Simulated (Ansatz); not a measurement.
Ag: equation of state with r2SCAN

Ag:

```
Ag
1.0
     2.88620    0.00000    0.00000
    -1.44310    2.49952    0.00000
     0.00000    0.00000   10.00000
Ag
4
Direct
  0.00000 0.00000 0.50000
  0.00000 0.00000 0.00000
  0.66667 0.33333 0.75000
  0.33333 0.66667 0.25000
```

This isn't the form of Ag at room conditions, which is fcc.

| Quantity | Value |
| --- | --- |
| Program | Ansatz 0.2.0 |
| Task | equation of state |
| Functional | r2SCAN |
| Potentials or basis | Ansatz PAW |
| Cutoff | 500 eV |
| Density cutoff | 2000 eV |
| k mesh | 11 × 11 × 3 |
| Occupations | fermi-dirac, width 0.05 eV |
| Spin | no spin polarisation |

- Equilibrium volume: 17.36 Å³/atom
- Bulk modulus at fixed shape and positions: 102 GPa
- Pressure derivative of the bulk modulus: 5.8

Energy against volume, from the lowest point:
| volume (Å³/atom) | energy (meV/atom) |
| --- | --- |
| 16.953 | 3.17 |
| 17.314 | 0.00 |
| 17.675 | 1.70 |
| 18.035 | 7.61 |
| 18.396 | 17.17 |
| 18.757 | 29.88 |
| 19.117 | 45.34 |

All runs of the series together: 48 s on 2 threads of Intel(R) Xeon(R) Platinum 8375C CPU @ 2.90GHz (Ice Lake), with other jobs on the host.

Caveat: the cell was scaled at fixed shape and fractional positions, which overstates the stiffness of a crystal with free parameters, most of all of layers and chains; the PAW data sets were made with another functional, which shifts forces and pressure a little.
